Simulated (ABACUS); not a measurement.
**CoO under changes of volume**

One of the cells (11.575 Å³/atom); the others are scaled copies at fixed shape and fractional positions:

```
Co O
1.0
     3.19765    0.00000    0.00000
    -1.59882    2.76924    0.00000
     0.00000    0.00000    5.22871
Co O
2 2
Direct
  0.33333 0.66667 0.50336
  0.00000 0.00000 0.00347
  0.33333 0.66667 0.87156
  0.00000 0.00000 0.37161
```

Measurements of this composition are mostly on another form, of space group No. 225.

| Item | Value |
| --- | --- |
| Program | ABACUS 3.10.1 |
| Functional | PBE |
| Potentials or basis | PseudoDojo NC SR 0.4.1 PBE standard |
| Cutoff | 1361 eV |
| Density cutoff | 5442 eV |
| Basis | TZDP LCAO (the cutoffs set its grid) |
| k mesh | 10 × 10 × 5 |
| Occupations | fermi-dirac, width 0.05 eV |
| Spin | collinear spin, ferromagnetic start |
| Starting moments | [2.0, 2.0, 0.0, 0.0] μB |

```csv
volume (Å³/atom),energy over the lowest point (meV/atom),pressure (GPa),moment (μB per cell),largest force (eV/Å)
10.881,26.50,10.2,5.65,0.351
11.112,13.66,7.1,5.78,0.323
11.344,5.08,4.2,5.88,0.301
11.575,0.60,1.4,5.94,0.283
11.807,0.00,-1.1,5.97,0.270
12.038,3.00,-3.5,5.99,0.261
12.270,?,?,?,?
```

**Question.** What does the run at 12.270 Å³/atom give?

**Answer.** Energy over the lowest point 9.42 meV/atom; pressure -5.7 GPa; moment 6.00 μB per cell; largest force 0.256 eV/Å.

Worked out: A Birch-Murnaghan fit of order 3 (a polynomial in V^(-2/3)) to the other rows has its minimum at 11.73 Å³/atom with B0 = V·E''(V) = 130 GPa (rough, since the energies scatter) at fixed shape and positions, which overstates the stiffness. It gives 9.47 meV/atom at 12.270 Å³/atom, against the run's 9.42, and -dE/dV = -5.6 GPa, against -5.7. A parabola through the other rows of the moment, of slope -0.161 μB per Å³/atom there, extrapolates to 5.96 μB, against the run's 6.00.

Energies are extrapolated to zero smearing.

Caveats: the atomic orbitals were generated for these runs and aren't a published set; the basis of atomic orbitals isn't converged, which shifts pressures, moduli and gaps.
